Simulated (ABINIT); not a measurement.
# BN (F-43m) in ABINIT: settings compared

One crystal, BN, is run at these levels: PBEsol+D4, PBE+D2, revPBE, BLYP+D2, PW91; tasks: equation of state, band structure.

All numbers are computed with ABINIT 10.8.3 (patched build); they aren't measurements. Logs are shortened: lines on timing, memory, paths and dates and some standing lists are left out, and cuts for length are marked. The log counts tension as positive stress, the text compression.

**Experimental background.**

From “Effect of nanostructuration on compressibility of cubic BN”, 2012, arxiv:1208.3664, for a bulk crystal of BN at 300 K: bulk modulus 395 ± 2 GPa.

A printed reference work, monograph reports, for a bulk crystal of BN at 300 K: band gap 6.4 eV (indirect).

The results are compared with them further down.

### Step 1. Starting point

The structure is cubic, space group F-43m (No. 216). Conventional cell: a = 3.626 Å, b = 3.626 Å, c = 3.626 Å, α = 90.00°, β = 90.00°, γ = 90.00°. N (site symmetry -43m) is surrounded by 4 B at 1.57 Å. Around B (site symmetry -43m) lie 4 N at 1.57 Å.

The cell is a database's computed one.

### Step 2. Equation of state, PBEsol+D4

run.py

```python
import json, os
import numpy as np
from ase.eos import EquationOfState
from ase.units import GPa
from ase.calculators.mixing import SumCalculator
from dftd4.ase import DFTD4
from ase.calculators.abinit import Abinit, AbinitProfile
from ase import Atoms

atoms = Atoms(['N', 'B'],
              cell=[[0.0, 1.813001, 1.813001], [1.813001, 0.0, 1.813001], [1.813001, 1.813001, 0.0]],
              scaled_positions=[[0.25, 0.25, 0.25], [0.0, 0.0, 0.0]],
              pbc=True)

profile = AbinitProfile(command='abinit', pp_paths=[os.path.abspath('pseudos')])
params = dict(
    pps='pawxml', xc='PBE',
    ecut=707.496,
    pawecutdg=1306.1465,
    kptopt=1,
    ngkpt=[13, 13, 13],
    nshiftk=1,
    shiftk=[0.0, 0.0, 0.0],
    ixc=-116133,
    nband=8,
    occopt=3,
    tsmear=0.05,
    nstep=100,
    tolvrs=1e-09,
    prtwf=0,
    prtden=0,
)

cell0 = atoms.cell.copy()
volumes, energies = [], []
for i, x in enumerate([0.94, 0.96, 0.98, 1.0, 1.02, 1.04, 1.06]):
    atoms.set_cell(cell0 * x ** (1 / 3), scale_atoms=True)
    atoms.calc = SumCalculator([Abinit(profile=profile, directory=f'v{i}', **params), DFTD4(method='pbesol')])
    volumes.append(atoms.get_volume() / len(atoms))
    dft, disp = atoms.calc.mixer.calcs
    energies.append((dft.get_property('free_energy', atoms) + disp.get_property('energy', atoms)) / len(atoms))
    print(f'{x:5.2f} {volumes[-1]:10.5f} A^3/atom {energies[-1]:14.6f} eV/atom', flush=True)
    json.dump(dict(volumes=volumes, energies=energies), open('results.json', 'w'))
v0, e0, b0 = EquationOfState(volumes, energies, eos='murnaghan').fit()
print(f'V0 {v0:.4f} A^3/atom  E0 {e0:.6f} eV/atom  B0 {b0 / GPa:.2f} GPa')
```

Potentials or basis: JTH PAW PBE v2.0.

Command:

```bash
> python run.py
```

Standard output:

```text
0.94    5.60173 A^3/atom    -176.235170 eV/atom
 0.96    5.72091 A^3/atom    -176.243555 eV/atom
 0.98    5.84010 A^3/atom    -176.245451 eV/atom
 1.00    5.95928 A^3/atom    -176.241402 eV/atom
 1.02    6.07847 A^3/atom    -176.232065 eV/atom
 1.04    6.19766 A^3/atom    -176.217893 eV/atom
 1.06    6.31684 A^3/atom    -176.199272 eV/atom
V0 5.8167 A^3/atom  E0 -176.245549 eV/atom  B0 393.62 GPa
```

abinit.in:

```text
ecut 707.496 eV
ixc -116133
kptopt 1
natom 2
nband 8
ngkpt
13 13 13
nshiftk 1
nsppol 1
nstep 100
occopt 3
pawecutdg 1306.1465 eV
prtden 0
prtwf 0
shiftk
0.0 0.0 0.0
tolvrs 1e-09
tsmear 0.05 eV
#Definition of the unit cell
acell
1.00000000000000 1.00000000000000 1.00000000000000 Angstrom
rprim
0.00000000000000 1.84855906666430 1.84855906666430
1.84855906666430 0.00000000000000 1.84855906666430
1.84855906666430 1.84855906666430 0.00000000000000
chkprim 0 # Allow non-primitive cells
#Definition of the atom types
ntypat 2
znucl 5 7
#Enumerate different atomic species
typat
 2 1
pseudos "./pseudos/B.GGA_PBE-JTH.xml,
./pseudos/N.GGA_PBE-JTH.xml"
#Definition of the atoms
xcart
1.74663518171413 1.74663518171413 1.74663518171413
0.00000000000000 0.00000000000000 0.00000000000000
chkexit 1 # abinit.exit file in the running directory terminates after the current SCF
```

abinit.abo:

```text
.Version 10.8.3 of ABINIT
 Symmetries : space group F-4 3 m (#216); Bravais cF (face-center cubic)
================================================================================
 Values of the parameters that define the memory need of the present run
     intxc =       0    ionmov =       0      iscf =      17    lmnmax =       8
     lnmax =       4     mgfft =      24  mpssoang =       2    mqgrid =    3001
     natom =       2  nloc_mem =       2    nspden =       1   nspinor =       1
    nsppol =       1      nsym =      24    n1xccc =       1    ntypat =       2
    occopt =       3   xclevel =       2
       mpw =         556          nfft =       13824          nkpt =          84
 PAW method is used; the additional fine FFT grid is defined by:
   mgfftf=        32    nfftf =     32768
================================================================================
================================================================================

--------------------------------------------------------------------------------
------------- Echo of variables that govern the present computation ------------
--------------------------------------------------------------------------------
 -outvars: echo values of preprocessed input variables --------
            acell      1.8897261259E+00  1.8897261259E+00  1.8897261259E+00 Bohr
              amu      1.08110000E+01  1.40067400E+01
          chkexit           1
          chkprim           0
             ecut      2.59999984E+01 Hartree
                       outvar_i_n : Printing only first  50 k-points.
              ixc     -116133
                       outvar_i_n : Printing only first  50 k-points.
         kptrlatt       13    0    0      0   13    0      0    0   13
          kptrlen      6.42229942E+01
            natom           2
            nband           8
            ngfft          24      24      24
          ngfftdg          32      32      32
             nkpt          84
            nstep         100
             nsym          24
           ntypat           2
                       prtocc : prtvol=0, do not print more k-points.
           occopt           3
        pawecutdg      4.79999985E+01 Hartree
         pawxcdev           0
           prtden           0
            prtwf           0
            rprim      0.0000000000E+00  1.8485590667E+00  1.8485590667E+00
                       1.8485590667E+00  0.0000000000E+00  1.8485590667E+00
                       1.8485590667E+00  1.8485590667E+00  0.0000000000E+00
          spgroup         216
           tolvrs      1.00000000E-09
           tsmear      1.83746611E-03 Hartree
            typat      2  1
           useylm           1
                       outvars : Printing only first  50 k-points.
           xangst      9.2427953330E-01  9.2427953330E-01  9.2427953330E-01
                      -3.4654123198E-11 -3.4654123198E-11 -3.4654123198E-11
            xcart      1.7466351817E+00  1.7466351817E+00  1.7466351817E+00
                      -6.5486801978E-11 -6.5486801978E-11 -6.5486801978E-11
             xred      2.4999999999E-01  2.4999999999E-01  2.4999999999E-01
                      -9.3732799300E-12 -9.3732799300E-12 -9.3732799300E-12
            znucl        5.00000    7.00000

================================================================================

 chkinp: Checking input parameters for consistency.

================================================================================
== DATASET  1 ==================================================================

--- !DatasetInfo
iteration_state: {dtset: 1, }
dimensions: {natom: 2, nkpt: 84, mband: 8, nsppol: 1, nspinor: 1, nspden: 1, mpw: 556, }
cutoff_energies: {ecut:  26.0, pawecutdg:  48.0, }
electrons: {nelect:   8.00000000E+00, charge:   0.00000000E+00, occopt:   3.00000000E+00, tsmear:   1.83746611E-03, }
meta: {optdriver: 0, ionmov: 0, optcell: 0, iscf: 17, paral_kgb: 0, }
[... 84 lines left out ...]
pressure_GPa:  -2.5102E+01
xred      :
- [  2.5000E-01,   2.5000E-01,   2.5000E-01,  N]
- [ -9.3733E-12,  -9.3733E-12,  -9.3733E-12,  B]
cartesian_forces: # hartree/bohr
- [  2.40877901E-30,   2.40877901E-30,  -7.22633703E-30, ]
- [ -2.40877901E-30,  -2.40877901E-30,   7.22633703E-30, ]
force_length_stats: {min:   7.98901617E-30, max:   7.98901617E-30, mean:   7.98901617E-30, }
...

 Integrated electronic density in atomic spheres:
 ------------------------------------------------
 Atom  Sphere_radius  Integrated_density
    1        1.20497          2.61401147
    2        1.70617          1.95805061

================================================================================

 ----iterations are completed or convergence reached----

 Mean square residual over all n,k,spin=   41.137E-13; max=  66.504E-11
 reduced coordinates (array xred) for    2 atoms
       0.249999999991      0.249999999991      0.249999999991
      -0.000000000009     -0.000000000009     -0.000000000009
 rms dE/dt=  2.3800E-29; max dE/dt=  3.3658E-29; dE/dt below (all hartree)
    1       0.000000000000      0.000000000000      0.000000000000
    2      -0.000000000000     -0.000000000000      0.000000000000

 cartesian coordinates (angstrom) at end:
    1      0.92427953329750     0.92427953329750     0.92427953329750
    2     -0.00000000003465    -0.00000000003465    -0.00000000003465

 cartesian forces (hartree/bohr) at end:
    1      0.00000000000000     0.00000000000000    -0.00000000000000
    2     -0.00000000000000    -0.00000000000000     0.00000000000000
 frms,max,avg= 4.6124606E-30 7.2263370E-30   0.000E+00  0.000E+00  0.000E+00 h/b

 cartesian forces (eV/Angstrom) at end:
    1      0.00000000000000     0.00000000000000    -0.00000000000000
    2     -0.00000000000000    -0.00000000000000     0.00000000000000
 frms,max,avg= 2.3718226E-28 3.7159319E-28   0.000E+00  0.000E+00  0.000E+00 e/A
 length scales=  1.889726125908  1.889726125908  1.889726125908 bohr
              =  1.000000000000  1.000000000000  1.000000000000 angstroms
 Fermi (or HOMO) energy (hartree) =   0.36887   Average Vxc (hartree)=  -0.46609
 Eigenvalues (hartree) for nkpt=  84  k points:
 kpt#   1, nband=  8, wtk=  0.00046, kpt=  0.0000  0.0000  0.0000 (reduced coord)
  -0.43239    0.28485    0.28485    0.28485    0.59464    0.59464    0.59464    0.62251
      occupation numbers for kpt#   1
   2.00000    2.00000    2.00000    2.00000    0.00000    0.00000    0.00000    0.00000
 prteigrs : prtvol=0 or 1, do not print more k-points.

--- !EnergyTerms
iteration_state     : {dtset: 1, }
comment             : Components of total free energy in Hartree
kinetic             :  7.76724831087137E+00
hartree             :  1.84836916716185E+00
xc                  : -3.83504964174946E+00
Ewald energy        : -1.28778602064291E+01
psp_core            :  6.83909526918895E-01
local_psp           : -7.90798470907403E+00
PAW spherical_terms :  1.38016119266359E+00
internal            : -1.29412063596369E+01
'-kT*entropy'       :  6.26473027374478E-16
total_energy        : -1.29412063596369E+01
total_energy_eV     : -3.52148164741025E+02
...

--- !EnergyTermsDC
iteration_state     : {dtset: 1, }
comment             : '"Double-counting" decomposition of free energy'
band_energy         :  5.18822753109487E-02
Ewald energy        : -1.28778602064291E+01
psp_core            :  6.83909526918895E-01
xc_dc               : -1.04813098243634E+00
PAW spherical_terms :  2.48994551597590E-01
internal            : -1.29412048350380E+01
'-kT*entropy'       :  6.26473027374478E-16
total_energy_dc     : -1.29412048350380E+01
total_energy_dc_eV  : -3.52148123254576E+02
...

--- !EnergyTermsWithPAWCore
iteration_state     : {dtset: 1, }
comment             : 'Components of total free energy, including PAW core contributions'
Total energy        : -7.93842601776328E+01
Total energy DC     : -7.93842586530339E+01
Total energy (eV)   : -2.16015576554501E+03
Total energy DC (eV): -2.16015572405856E+03
...

 Cartesian components of stress tensor (hartree/bohr^3)
  sigma(1 1)=  8.53208835E-04  sigma(3 2)=  0.00000000E+00
  sigma(2 2)=  8.53208835E-04  sigma(3 1)=  0.00000000E+00
  sigma(3 3)=  8.53208835E-04  sigma(2 1)=  0.00000000E+00

-Cartesian components of stress tensor (GPa)         [Pressure= -2.5102E+01 GPa]
- sigma(1 1)=  2.51022706E+01  sigma(3 2)=  0.00000000E+00
- sigma(2 2)=  2.51022706E+01  sigma(3 1)=  0.00000000E+00
- sigma(3 3)=  2.51022706E+01  sigma(2 1)=  0.00000000E+00

== END DATASET(S) ==============================================================
================================================================================

 -outvars: echo values of variables after computation  --------
            acell      1.8897261259E+00  1.8897261259E+00  1.8897261259E+00 Bohr
           etotal     -1.2941204835E+01
            fcart      2.4087790084E-30  2.4087790084E-30 -7.2263370252E-30
                      -2.4087790084E-30 -2.4087790084E-30  7.2263370252E-30
            rprim      0.0000000000E+00  1.8485590667E+00  1.8485590667E+00
                       1.8485590667E+00  0.0000000000E+00  1.8485590667E+00
                       1.8485590667E+00  1.8485590667E+00  0.0000000000E+00
           strten      8.5320883454E-04  8.5320883454E-04  8.5320883454E-04
                       0.0000000000E+00  0.0000000000E+00  0.0000000000E+00
           xangst      9.2427953330E-01  9.2427953330E-01  9.2427953330E-01
                      -3.4654123198E-11 -3.4654123198E-11 -3.4654123198E-11
             xred      2.4999999999E-01  2.4999999999E-01  2.4999999999E-01
                      -9.3732799300E-12 -9.3732799300E-12 -9.3732799300E-12
 Calculation completed.
```

Run time: 3 min. Hardware: 1 thread of Intel Xeon Platinum 8259CL at 2.50GHz (Skylake/Cascade Lake), shared host; peak memory 0.11 GiB.

Results:

| Property | Result |
| --- | --- |
| Equilibrium volume | 5.82 Å³/atom |
| Bulk modulus | 394 GPa |
| Pressure derivative of the bulk modulus | 3.8 |

Energy against volume, from the lowest point:
| volume (Å³/atom) | energy (meV/atom) |
| --- | --- |
| 5.602 | 10.28 |
| 5.721 | 1.90 |
| 5.840 | 0.00 |
| 5.959 | 4.05 |
| 6.078 | 13.39 |
| 6.198 | 27.56 |
| 6.317 | 46.18 |

Caveat: pressures at fixed basis lie under the slope of the energies; the log and the count of SCF iterations are those of the last ABINIT call alone; the PAW data sets were made with another functional, which shifts forces and pressure a little.

[end of part 1 of 2]
